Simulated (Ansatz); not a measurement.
Runs of Ansatz 0.2.0 on Li. Symmetry: Im-3m, No. 229, cubic system. Conventional cell: a = 3.509 Å, b = 3.509 Å, c = 3.509 Å, α = 90.00°, β = 90.00°, γ = 90.00°. Around Li (site symmetry m-3m) lie 8 Li at 3.04 Å. 

```tsv
level	gap on the mesh (eV)	pressure (GPa)	relaxed volume (Å³/atom)
RPBE	none	0.0	(a)
PBEsol	none	0.0	20.16
revPBE	none	0.0	(b)
LDA	none	0.0	19.02
BLYP	none	0.0	20.02
```

Alike in all rows: task relaxation of cell and atoms; potentials or basis Ansatz PAW; no spin polarisation; cell relaxed; k mesh 11 × 11 × 11; cutoff (eV) 420; smearing fermi-dirac 0.05 eV.

Question: Estimate the missing entries.

Answer: (a) 21.04; (b) 21.11.

Caveats: the plane-wave basis is chosen anew once the cell has moved, so the energies of steps on either side of that aren't comparable; the potentials were made for another functional, which shifts forces and pressure (some runs).

A gap of «none» marks a metal or a gap under the smearing width.

Runs at the PBE level aren't shown here.
